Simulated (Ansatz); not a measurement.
Consider the cleavage of the B–Si bond: `N[SiH2]B(F)F` + `CC(=O)O` → `CC(=O)OB(F)F` + `N[SiH3]`.

Calculated with Ansatz (gas phase, PBE0-D4/def2-TZVP geometries, no zero-point term in ΔE). CBS: MP2 limit from def2 TZ/QZ plus the TZ coupled-cluster correction, frozen cores. This one scheme is used for every species. DFT in def2-TZVPP. Each species was taken in one conformer, which may not be the lowest.

Q: Is it downhill or uphill in electronic energy at CCSD(T)/CBS, and by how much? (An estimate is asked.)

A: Computed: Downhill: ΔE = -1.17 eV.

Q: What do these levels give: B97M-V, r2SCAN0-D4, ωB97M-V, BLYP, LC-ωPBE, SCS-MP2/def2-TZVPP? (An estimate is asked.)

A: The calculation gave: B97M-V -1.23, r2SCAN0-D4 -1.21, ωB97M-V -1.19, BLYP -1.08, LC-ωPBE -1.08, SCS-MP2/def2-TZVPP -1.25 eV.

Largest T1 diagnostic among the species: 0.015.

In def2-TZVPP, CCSD(T) changes the Hartree–Fock value by +0.21 eV (the triples alone add +0.03 eV) and MP2 by +0.17 eV. From PBE to PBE0 (25 % exact exchange), in def2-TZVPP and without D4, ΔE moves by −0.10 eV.
